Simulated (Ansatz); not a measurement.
# Is the response still linear at 0.3 V/Å? graphene bilayer, AB

The dipole of a slab grows in proportion to a weak field along its normal. Does the weak-field slope carry to a strong field?

**Method.** Ansatz 0.2.0, plane waves with PAW datasets (its set soft_2), PBEsol-D3(BJ); atoms held at their relaxed places, 18 Å of vacuum, dipole correction, cell area 5.23 Å², 24×24 k-points, smearing 0.02585 eV.

```
  run  field (V/Å)  dipole (e·Å)
run 1        −0.05      −0.00726
run 2         0.00       0.00000
run 3         0.05       0.00726
run 4         0.10       0.01448
run 5         0.30             ?
```

Q: Estimate the withheld value from the rows shown.

A least-squares line through the 4 rows shown has slope 0.144960 and intercept −0.000004; no row lies more than 0.00002 e·Å off it. A perfect conductor with that slope would be 180.95 × 0.14496 / 5.23 = 5.02 Å thick. At 0.30 it gives 0.144960 × 0.30 + (−0.000004) = 0.04348 e·Å, beyond the rows fitted. Rounding and scatter of the rows alone allow about ±0.00006 e·Å there.

The run itself gives 0.04230 e·Å: a miss of −0.00118 e·Å. That is 2.7 % of the induced dipole, a small departure from the straight line.

**Limits.** Ions are held, so this is the electronic response. Of the series that stay linear within 1 %, this collection keeps about one in seven, and it keeps all that bend. With a small gap or none the response hangs on mesh and smearing, which were not varied here.

[Logs are printed without paths, hosts, clocks, repeated set-up lines and the standing remarks that a program may print on its own settings, such as how far it seeks lower states.]
